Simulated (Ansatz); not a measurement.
**ZrSe2 in Ansatz: convergence with k mesh**

Input of the first run (k mesh 3 × 3 × 2); the others differ in this setting and in those tied to it:

The input input.yaml:

```yaml
crystal:
  lattice:
    - [3.798, 0.0, 0.0]
    - [-1.899, 3.2891644836, 0.0]
    - [0.0, 0.0, 6.192]
  atoms:
    - { symbol: Zr, position: [0.0, 0.0, 0.0] }
    - { symbol: Se, position: [0.6666666667, 0.3333333333, 0.75] }
    - { symbol: Se, position: [0.3333333333, 0.6666666667, 0.25] }
hamiltonian:
  xc: pbe
  pseudopotentials: { kind: nc }
kpoints:
  mp_grid: { grid: [3, 3, 2] }
scf:
  occupations: { method: methfessel_paxton, width: 0.05 }
output:
  forces: true
  stress: true
  eigenvalues: true
```

Potentials or basis: Ansatz NC.

Run with:

```console
$ ansatz run input.yaml --threads 2 --pin off --max-ram 5632MiB --backend cpu --events-out ev --progress --plain --runs-dir out
```

Hardware: 2 threads of Intel(R) Xeon(R) Processor @ 2.50GHz (Skylake/Cascade Lake), on a shared host.

Problem. The values tried are 3 × 3 × 2, 4 × 4 × 2, 5 × 5 × 3, 6 × 6 × 3, 7 × 7 × 4, 9 × 9 × 5, 11 × 11 × 6, 13 × 13 × 7, loosest first. From which on does the energy stay within 1 meV/atom of the tightest run that finished?

Solution. From 9 × 9 × 5 on.

```csv
k mesh,"energy less the tightest run, at zero smearing (meV/atom)",pressure (GPa),largest force (eV/Å),gap on the mesh (eV),SCF cycles,CPU time (s),peak memory (GiB)
3 × 3 × 2,84.63,2.80,0.126,0.533,9,7.7,0.44
4 × 4 × 2,36.97,2.38,0.231,0.328,9,8.3,0.45
5 × 5 × 3,14.36,2.12,0.256,0.442,9,11,0.47
6 × 6 × 3,6.21,2.01,0.266,0.446,9,14,0.49
7 × 7 × 4,2.67,1.95,0.274,0.426,9,23,0.54
9 × 9 × 5,0.57,1.91,0.280,0.406,9,38,0.63
11 × 11 × 6,0.11,1.90,0.281,0.400,9,62,0.77
13 × 13 × 7,0.00,1.90,0.282,0.388,9,95,0.95
```

Against the tightest run, the pressure stays within 0.1 GPa from 7 × 7 × 4 on; the largest force stays within 0.005 eV/Å from 9 × 9 × 5 on. Not settled before the last step: the gap on the mesh (to 0.01 eV). Meshes of other sizes hit other points, so gaps and Fermi surfaces needn't settle smoothly. The tightest run that finished is the yardstick and may itself not be fully converged.

Caveat, for the tightest run too: odd divisions of the mesh miss points on the zone boundary, where band edges often lie, so the gap on the mesh can be too wide; this functional lacks dispersion, which binds the layers, so the pressure and a relaxed spacing across them are unreliable.
